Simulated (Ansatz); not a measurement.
**Li under changes of volume**

One of the cells (18.792 Å³/atom); the others are scaled copies at fixed shape and fractional positions:

```xyz
1
Lattice="0.0000 2.1101 2.1101 2.1101 0.0000 2.1101 2.1101 2.1101 0.0000" Properties=species:S:1:pos:R:3 pbc="T T T"
Li    0.0000    0.0000    0.0000
```

This isn't the form of Li at room conditions, which is bcc.

* Program: Ansatz 0.2.0
* Functional: PBEsol
* Dispersion: D4
* Potentials or basis: Ansatz PAW
* Cutoff: 420 eV (not typed: the program's choice for these potentials)
* k mesh: 10 × 10 × 10
* Occupations: fermi-dirac, width 0.05 eV
* Spin: no spin polarisation

```csv
volume (Å³/atom),energy over the lowest point (meV/atom),pressure (GPa)
17.664,14.70,2.2
18.040,10.15,1.7
18.416,?,?
18.792,3.77,1.0
19.167,1.80,0.7
19.543,0.56,0.4
19.919,0.00,0.1
```

Q: What does the run at 18.416 Å³/atom give?

A: Energy over the lowest point 6.53 meV/atom; pressure 1.4 GPa.

Worked out: A Birch-Murnaghan fit of order 3 (a polynomial in V^(-2/3)) to the other rows has its minimum at 20.07 Å³/atom, just outside them, with B0 = V·E''(V) = 13.8 GPa and B' = 3.1. It gives 6.53 meV/atom at 18.416 Å³/atom, against the run's 6.53, and -dE/dV = 1.4 GPa, against 1.4.

Energies are extrapolated to zero smearing.

Caveats: pairwise dispersion overbinds metals, which lowers pressure and volume.
